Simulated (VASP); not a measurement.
Wanted: the native input for a VASP 6.6.1 run.

```yaml
Task: relaxation of cell and atoms
Functional: PBE
Potentials_or_basis: VASP PAW PBE potentials, release 64 (Si)
Cutoff: 600 eV
k_mesh: 4 × 4 × 4
Occupations: gaussian, width 0.1 eV
Spin: no spin polarisation
Dipole_correction: no
Further_INCAR_settings: ALGO = Fast; EDIFF = 1e-07; IBRION = 2; EDIFFG = -0.04; NSW = 90; ISIF = 3
```

The structure of Si lies in POSCAR:

```
Si
1.0
    3.8227777200     -2.3301779600      0.0000000000
    3.8227777200      2.3301779600      0.0000000000
    0.0000000000      0.0000000000      4.4950990600
Si
4
Direct
    0.4903146200      0.8344495100      0.2500000000
    0.8344495100      0.4903146200      0.7500000000
    0.5096853800      0.1655504900      0.7500000000
    0.1655504900      0.5096853800      0.2500000000
```

The cell was built by a generator and needn't be a form met in nature.

One way to write it, as run:

INCAR

```
SYSTEM = Si
ALGO = Fast
EDIFF = 1E-7
EDIFFG = -0.04
ENCUT = 600
GGA = PE
IBRION = 2
ISIF = 3
ISMEAR = 0
LASPH = .TRUE.
LCHARG = .FALSE.
LREAL = .FALSE.
LWAVE = .FALSE.
NELM = 100
NSW = 90
PREC = Accurate
SIGMA = 0.1
```

KPOINTS

```
k-points
0
G
  4 4 4
  0 0 0
```

Potentials or basis: VASP PAW PBE potentials, release 64 (Si).

Command:

```sh
$ cat potpaw_PBE.64/Si/POTCAR > POTCAR
$ mpirun -np 1 vasp_std > vasp.out
```

It gave:

| Item | Value |
| --- | --- |
| Relaxed volume | 17.49 Å³/atom |
| Relaxed cell | a = 3.869 Å, b = 3.869 Å, c = 4.814 Å, α = 90.00°, β = 90.00°, γ = 76.10° |
| Space group after relaxing (to 0.05 Å) | Fmmm (No. 69) |
| Energy gained by relaxing | 367.0 meV/atom |
| Ionic steps | 59 |
| Pressure after relaxing | 0.0 GPa |
| Largest force after relaxing | 0.019 eV/Å |
| Band gap on the k mesh | none (metal or under the smearing width) |

Caveat: the k mesh is coarse (spacing up to 0.39 Å⁻¹), so the values aren't converged.

Wall time 12 min on 1 thread of Intel(R) Xeon(R) Platinum 8488C (Sapphire Rapids), on a shared host, peak memory 0.21 GiB.
